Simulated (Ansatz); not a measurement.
# Lanthanum, bcc under RPBE: ground state and equation of state

What does RPBE give for lanthanum in the bcc structure? We relax it, solve it on a dense k-mesh, then scale the cell to 7 volumes from 88 to 112 % of the relaxed one and try a fit of the equation of state. Spin polarisation is left out. The k-meshes are 11×11×11 for the relaxation; 17×17×17 for the dense run; 12×12×12 for the volumes.

Program: Ansatz 0.2.0. Level of theory: DFT RPBE, plane waves (420 eV) with PAW, scalar-relativistic; PBE-made PAW files. These are calculated values, not measurements.

## 1. The starting structure

It takes space group Im-3m (No. 229, cubic). The conventional cell has a = 4.214 Å, b = 4.214 Å, c = 4.214 Å, α = 90.00°, β = 90.00°, γ = 90.00°. La (site symmetry m-3m) is surrounded by 8 La at 3.65 Å.

Structure file:

```cif
data_structure
_symmetry_space_group_name_H-M 'Im-3m'
_symmetry_Int_Tables_number 229
_cell_length_a 4.2140
_cell_length_b 4.2140
_cell_length_c 4.2140
_cell_angle_alpha 90.000
_cell_angle_beta 90.000
_cell_angle_gamma 90.000
_cell_volume 74.83
loop_
_atom_site_label
_atom_site_type_symbol
_atom_site_symmetry_multiplicity
_atom_site_Wyckoff_symbol
_atom_site_fract_x
_atom_site_fract_y
_atom_site_fract_z
_atom_site_occupancy
La1 La 2 a 0.00000 0.00000 0.00000 1
```

## 2. Relaxation of the cell

File input.yaml:

```yaml
crystal:
  lattice:
    - [-2.1069968026, 2.1069968026, 2.1069968026]
    - [2.1069968026, -2.1069968026, 2.1069968026]
    - [2.1069968026, 2.1069968026, -2.1069968026]
  atoms:
    - { symbol: La, position: [0.0, 0.0, 0.0] }
hamiltonian:
  xc: rpbe
  pseudopotentials:
    kind: paw
    azcp:
      La: "pseudopotentials/La.paw.azcp"
basis:
  ecutwfc: 420
  fft_grid_basis: typed
kpoints:
  mp_grid: { grid: [11, 11, 11], shift: [0, 0, 0] }
magnetization:
  spin_polarized: false
scf:
  occupations: { method: fermi_dirac, width: 0.1 }
relax:
  max_steps: 60
  f_tol: 0.01
  cell: {}
```

Further steps of the session: The energy on a finer k-mesh; At 88 % of the relaxed volume; At 92 % of the relaxed volume; At 96 % of the relaxed volume; At 100 % of the relaxed volume; At 104 % of the relaxed volume; At 108 % of the relaxed volume; At 112 % of the relaxed volume.

Q: Predict the outcome of this session. Wanted: space group; conventional cell; volume; shortest distance; gap on the mesh; relative to dhcp; highest ELF outside the cores; V₀, B₀, B₀′.

As calculated:

| quantity | value |
| --- | --- |
| space group (spins left aside) | Im-3m (No. 229) |
| conventional cell | a = 4.306 Å |
| volume | 39.923 Å³/atom |
| shortest distance | 3.729 Å |
| gap on the mesh | none (levels filled in part) |
| relative to dhcp | +119 meV/atom |
| highest ELF outside the cores | 0.49, 2.37 Å from the nearest atom |
| V₀, B₀, B₀′ | 39.758 Å³/atom, 25 GPa, 2.7 |

What this shows: The relaxation enlarged the cell by 6.7 % in volume. It lies 119 meV/atom above the element's reference form at the same level (dhcp, from a run of its own). No gap shows: it is a metal or semimetal at this level. The fitted modulus is 25 GPa. The symmetry was held, so the structure may be unstable against distortions that break it.
